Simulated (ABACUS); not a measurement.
# InP: equation of state with LDA-PW92

**Measured values to compare with.**

From a printed reference work, data compilation, for a bulk crystal of InP: bulk modulus 71 GPa.

The system is InP.

```
CELL_PARAMETERS angstrom
0.00000 2.93050 2.93050
2.93050 0.00000 2.93050
2.93050 2.93050 0.00000
ATOMIC_POSITIONS crystal
In 0.00000 0.00000 0.00000
P 0.75000 0.75000 0.75000
```

```
Program             : ABACUS 3.10.1
Task                : equation of state
Functional          : LDA-PW92
Potentials or basis : GBRV ultrasoft 1.5 LDA
Cutoff              : 544 eV
Density cutoff      : 4354 eV
Basis               : plane waves
k mesh              : 6 × 6 × 6
Occupations         : fermi-dirac, width 0.05 eV
Spin                : no spin polarisation
```

```json
{
 "Equilibrium volume": "24.70 Å³/atom",
 "Bulk modulus": "70 GPa",
 "Pressure derivative of the bulk modulus": "4.2 (rough: it moves with the points fitted)"
}
```

Energy against volume, from the lowest point:
```
volume (Å³/atom)  energy (meV/atom)
          23.657              10.42
          24.663               0.00
          25.670               7.79
          26.677              30.31
```

All runs of the series together: 58 s on 4 threads of Intel(R) Xeon(R) 6975P-C (Granite Rapids), on a shared host.

Measured bulk modulus of InP: 71 GPa (a printed reference work, data compilation). This calculation gives 70 GPa (-1.0 %). The fit is for a static lattice scaled at fixed shape and fixed fractional positions.
